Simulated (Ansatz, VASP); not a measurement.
Two plane-wave programs on Mo

```xyz
1
Lattice="-1.5566 1.5566 1.5566 1.5566 -1.5566 1.5566 1.5566 1.5566 -1.5566" Properties=species:S:1:pos:R:3 pbc="T T T"
Mo    0.0000    0.0000    0.0000
```

Alike in both runs: task single point; functional LDA; k mesh 14 × 14 × 14; occupations fermi-dirac, width 0.1 eV; non-collinear spin, spin-orbit coupling.

```csv
,VASP,Ansatz
version,VASP 6.6.1,Ansatz 0.2.0
potentials or method,"VASP PAW LDA potentials, release 64 (Mo_sv)","PAW with Ansatz's default frozen-core files, fully relativistic files with spin-orbit coupling"
plane-wave cutoff (eV),520,420
valence electrons in the cell,14,14
```

|  | VASP | Ansatz | Ansatz less VASP |
| --- | --- | --- | --- |
| pressure (GPa) | 1.3 | 0.1 | -1.18 |
| net moment per atom (μB) | 0.00 | 0.00 | 0.000 |
